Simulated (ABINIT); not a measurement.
Runs of ABINIT 10.8.3 (patched build) on MnS. Symmetry: Fm-3m, No. 225, cubic system. Conventional cell: a = 5.209 Å, b = 5.209 Å, c = 5.209 Å, α = 90.00°, β = 90.00°, γ = 90.00°. Mn (site symmetry m-3m) has 6 S at 2.60 Å as nearest neighbours. Around S (site symmetry m-3m) lie 6 Mn at 2.60 Å. 

```tsv
task	level	k mesh	mesh quality	gap on the mesh (eV)	moment (μB)
single point	LDA	5 × 5 × 5	coarse	none	4.46
single point	LDA	4 × 4 × 4	coarse	none	(a)
single point	LDA	7 × 7 × 7	not flagged	none	4.57
band structure	LDA	9 × 9 × 9	not flagged	none	4.57
band structure	LDA-PZ	9 × 9 × 9	not flagged	none	4.50
```

Alike in all rows: potentials or basis JTH PAW LDA v2.0; spin collinear, ferromagnetic start; cell as given; cutoff (eV) 544; smearing fermi-dirac 0.05 eV.

Fill in the values left out.

(a) 4.38.

Caveats: some runs use coarse meshes; a cell with one magnetic atom can't hold antiferromagnetic order, which such compounds often take; semilocal functionals often make such compounds metallic where correlation or magnetic order opens a gap, which also shifts bond lengths.

A k mesh can miss the band edges.

A gap of «none» marks a metal or a gap under the smearing width.

Not every run made on this cell is shown here.
